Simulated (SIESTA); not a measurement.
# SnTe under changes of volume

One of the cells (47.091 Å³/atom); the others are scaled copies at fixed shape and fractional positions:

```
Te Sn
1.0
     0.00000    3.61115    3.61115
     3.61115    0.00000    3.61115
     3.61115    3.61115    0.00000
Te Sn
1 1
Direct
  0.25000 0.25000 0.25000
  0.00000 0.00000 0.00000
```

Measurements of this composition are mostly on another form, of space group No. 225.

```yaml
Program: SIESTA 5.4.2
Functional: LDA
Potentials_or_basis: PseudoDojo 0.4 standard (LDA files)
Basis: DZP (energy shift 0.003 Ry; two zetas on semicore shells)
Grid_cutoff: 500 Ry
Energy_shift: 0.003 Ry
k_mesh: 7 × 7 × 7
Occupations: fermi-dirac, width 0.05 eV
Spin: no spin polarisation
```

```tsv
volume (Å³/atom)	energy over the lowest point (meV/atom)	pressure (GPa)	gap on the mesh (eV)
44.265	0.00	-0.2	0.12
45.207	2.57	-0.7	0.17
46.149	8.26	-1.3	0.21
47.091	?	?	?
48.033	28.06	-2.1	0.30
48.974	41.56	-2.5	0.34
49.916	57.22	-2.8	0.38
```

What does the run at 47.091 Å³/atom give?

Energy over the lowest point 16.87 meV/atom; pressure -1.7 GPa; gap on the mesh 0.26 eV.

Worked out: A Birch-Murnaghan fit of order 3 (a polynomial in V^(-2/3)) to the other rows has its minimum at 44.04 Å³/atom, just outside them, with B0 = V·E''(V) = 29 GPa and B' = 3.7. It gives 16.87 meV/atom at 47.091 Å³/atom, against the run's 16.87, and -dE/dV = -1.7 GPa, against -1.7. A straight line through the other rows of the gap, of slope 2.16 eV per unit of ln V, gives 0.26 eV, against the run's 0.26.

Energies are extrapolated to zero smearing.

Caveats: spin-orbit coupling is left out, which moves the levels of the heavy elements; an odd mesh through Γ misses points on the zone boundary, where band edges often lie; the basis of atomic orbitals isn't converged, which shifts pressures, moduli and gaps.
